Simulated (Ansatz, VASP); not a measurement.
# Mg in VASP and in Ansatz

```
CELL_PARAMETERS angstrom
3.25150 0.00000 0.00000
-1.62575 2.81588 0.00000
0.00000 0.00000 5.27889
ATOMIC_POSITIONS crystal
Mg 0.33333 0.66667 0.25000
Mg 0.66667 0.33333 0.75000
```

Change from the starting cell: volume scaled by 1.04.

Alike in both runs: task single point; functional LDA; k mesh 12 × 12 × 7; occupations fermi-dirac, width 0.05 eV; no spin polarisation.

|  | VASP | Ansatz |
| --- | --- | --- |
| version | VASP 6.6.1 | Ansatz 0.2.0 |
| potentials or method | VASP PAW LDA potentials, release 64 (Mg), cutoff 520 eV | all-electron LAPW, scalar-relativistic |

|  | VASP | Ansatz | Ansatz less VASP |
| --- | --- | --- | --- |
| pressure (GPa) | -3.9 | -3.5 | +0.33 |
| largest component of the traceless stress (GPa) | 0.57 | 0.57 | 0.000 |

Ansatz ran all-electron here, so the differences hold the error of VASP's frozen core and of both bases.
